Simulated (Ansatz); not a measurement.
Crystal: Te2Mo.

```xyz
6
Lattice="3.5182 0.0000 0.0000 -1.7591 3.0469 0.0000 0.0000 0.0000 13.9736" Properties=species:S:1:pos:R:3 pbc="T T T"
Te    1.7591    1.0156    5.2960
Te    0.0000    2.0312   12.2828
Te    1.7591    1.0156    1.6908
Te    0.0000    2.0312    8.6776
Mo    1.7591    1.0156   10.4802
Mo    0.0000    2.0312    3.4934
```

* Program: Ansatz 0.2.0
* Task: relaxation of cell and atoms
* Functional: r2SCAN
* Potentials or basis: Ansatz PAW
* Cutoff: 500 eV (not typed: the program's choice for these potentials)
* k mesh: 9 × 9 × 2
* Occupations: fermi-dirac, width 0.05 eV
* Spin: no spin polarisation

At the start: volume 24.96 Å³/atom.

Problem. Where does the relaxation end?

Solution. It ends after 6 steps and the volume is 26.99 Å³/atom (+8.1 %); space group P6_3/mmc (No. 194, to 0.05 Å).

Step by step:
```csv
step,energy change (eV),largest force (eV/Å),volume (Å³)
1,0.0000,0.0779,149.79
2,-0.0497,0.3245,158.85
3,-0.0747,0.0235,159.94
4,-0.0762,0.0167,161.74
5,-0.0762,0.0010,161.94
6,-0.0792,0.0009,161.94
```

Final structure:
```xyz
6
Lattice="3.5635 0.0000 0.0000 -1.7818 3.0861 0.0000 0.0000 0.0000 14.7259" Properties=species:S:1:pos:R:3 pbc="T T T"
Te    1.7818    1.0287    5.4710
Te    0.0000    2.0574   12.8339
Te    1.7818    1.0287    1.8920
Te    0.0000    2.0574    9.2549
Mo    1.7818    1.0287   11.0444
Mo    0.0000    2.0574    3.6815
```

Caveat: the plane-wave basis is chosen anew once the cell has moved, so the energies of steps on either side of that aren't comparable; the PAW data sets come from PBE, with cores solved anew for the run's functional, which leaves a small shift of forces and pressure.
